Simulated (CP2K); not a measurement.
Runs of CP2K 2026.2 on La. It takes space group Im-3m (No. 229, cubic). Conventional cell: a = 4.248 Å, b = 4.248 Å, c = 4.248 Å, α = 90.00°, β = 90.00°, γ = 90.00°. Around La (site symmetry m-3m) lie 8 La at 3.68 Å. This isn't the form of La at room conditions, which is double hcp.

| level | potentials or basis | cell | smearing | NGRIDS | potentials | gap on the mesh (eV) | pressure (GPa) |
| --- | --- | --- | --- | --- | --- | --- | --- |
| RPBE | GTH_POTENTIALS La GTH-PBE-q11; TZVP-MOLOPT-SR-GTH basis | the cell as VASP's run set it | gaussian 0.1 eV | 5 | La GTH-PBE-q11 of GTH_POTENTIALS | none | 1.5 |
| RPBE | GTH_POTENTIALS La GTH-PBE-q11; TZVP-MOLOPT-SR-GTH basis | as given | gaussian 0.1 eV | 4 | La GTH-PBE-q11 of GTH_POTENTIALS | none | 1.5 |
| PBEsol | GTH_POTENTIALS La GTH-PBE-q11; TZVP-MOLOPT-SR-GTH basis | as given | gaussian 0.05 eV | 4 | La GTH-PBE-q11 of GTH_POTENTIALS | none | (a) |
| LDA | GTH_POTENTIALS La GTH-PADE-q11; TZVP-MOLOPT-SR-GTH basis | as given | gaussian 0.1 eV | 4 | La GTH-PADE-q11 of GTH_POTENTIALS | none | -3.0 |

Alike in all rows: task single point; no spin polarisation; k mesh 9 × 9 × 9.

Task: Estimate the missing entries.

Result: (a) -1.7.

Caveats: the basis of atomic orbitals isn't converged, which shifts pressures, moduli and gaps; the potentials were made for another functional, which shifts forces and pressure (some runs).

A k mesh can miss the band edges, and the runs leave out spin-orbit coupling on La.

A gap of «none» marks a metal or a gap under the smearing width.
